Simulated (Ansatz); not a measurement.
**What spin–orbit coupling does to the bands of SrO**

```
Sr O
1.0
     0.00000    2.56980    2.56980
     2.56980    0.00000    2.56980
     2.56980    2.56980    0.00000
Sr O
1 1
Cartesian
  0.0000 0.0000 0.0000
  2.5698 2.5698 2.5698
```

Atom numbers follow the list: Sr1, O2.

The cell is COD entry 1100027, as deposited and not checked against the literature; nothing was relaxed. It is an old determination, and later ones may differ.

All numbers are computed: DFT, PBE, all-electron LAPW, scalar-relativistic (Ansatz 0.2.0); DFT, PBE, all-electron LAPW, Dirac equation with spin-orbit coupling (Ansatz 0.2.0).

Settings: a Γ-centred 8×8×8 k mesh, Fermi–Dirac smearing of 0.02 eV, basis error target 0.25 meV/atom, no spin polarisation.

Levels between -8 and 5 eV, each run counted from its own valence-band top. Scalar levels are listed once for both spins; with the coupling every spinor state is counted. Levels near the edges of the range can cross them.

Question: At Γ (0.000, 0.000, 0.000) the scalar-relativistic levels are 0.00 (×3), 4.02. What are they with spin–orbit coupling?

Answer: -0.06 (×2), 0.00 (×4), 4.00 (×2).

Question: At L (0.500, 0.500, 0.500) the scalar-relativistic levels are -2.14, -1.11 (×2). What are they with spin–orbit coupling?

Answer: -2.16 (×2), -1.14 (×2), -1.13 (×2).

Question: At X (0.500, 0.000, 0.500) the scalar-relativistic levels are -0.40, -0.08 (×2), 3.31. What are they with spin–orbit coupling?

Answer: -0.43 (×2), -0.13 (×2), -0.06 (×2), 3.29 (×2).

Question: Without the coupling the gap is 3.31 eV, indirect from Γ to X (0.5, 0, 0.5). And with it?

Answer: 3.29 eV, indirect from Γ to X (0.5, 0, 0.5) (the direct gap is only 0.06 eV larger).
